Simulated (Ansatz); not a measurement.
Field gradients of Zn₂InGaO₅ from run to run

Cell of run 1: a Materials Project structure (computed, not necessarily an observed phase), atoms as given.

Space group P6_3/mmc (No. 194); a = 3.3461, c = 22.7455 Å, γ = 120.00°.

| site | Wyckoff | site symmetry | x | y | z |
| --- | --- | --- | --- | --- | --- |
| Zn | 4f | 3m. | 0.3333 | 0.6667 | 0.6354 |
| In | 2a | -3m. | 0.0000 | 0.0000 | 0.5000 |
| Ga | 2b | -6m2 | 0.0000 | 0.0000 | 0.7500 |
| O9 | 4f | 3m. | 0.3333 | 0.6667 | 0.5481 |
| O10 | 4e | 3m. | 0.0000 | 0.0000 | 0.6622 |
| O11 | 2d | -6m2 | 0.3333 | 0.6667 | 0.7500 |

One atom of each set is listed.

All runs are DFT with Ansatz 0.2.0 (plane waves and PAW, scalar-relativistic unless spin–orbit coupling is named, Γ-centred meshes, Fermi–Dirac smearing where given) in this cell.

Run 1: PBE, gradients read without the response of the cores, atoms as given; 420 eV, 7×7×1 k-points, smearing 0.02 eV.
Run 2: r2SCAN, gradients read without the response of the cores, atoms as given; 500 eV, 7×7×1 k-points, smearing 0.02 eV.
Run 3: PBE with spin–orbit coupling, gradients read without the response of the cores, atoms as given; 420 eV, 7×7×1 k-points, smearing 0.02 eV.

| run | In V_zz (η) | O9 V_zz (η) | O11 V_zz (η) |
| --- | --- | --- | --- |
| 1 | 6.54 (0.00) | 1.14 (0.00) | -10.69 (0.00) |
| 2 | 6.37 (0.00) | 0.91 (0.00) | -10.91 (0.00) |
| 3 | ? | ? | ? |

V_zz in 10²¹ V/m²; 3 of the 6 sets of like atoms are followed.

**Question.** Estimate the row of run 3.

**Answer.** In: 6.52 (0.00); O9: 1.13 (0.00); O11: -10.70 (0.00). It lies nearest to run 1, from whose tensors on these sites it differs by 0.02 at most (largest principal value of the difference). Taken one at a time, the functional (r2SCAN with its higher cutoff) moves the tensors on these sites by up to 0.23 (largest principal value of the change, on O9), spin–orbit coupling by 0.02.

The cell isn't the equilibrium one in run 2 (calculated pressure -7 GPa), and the entry's cell may itself be off.
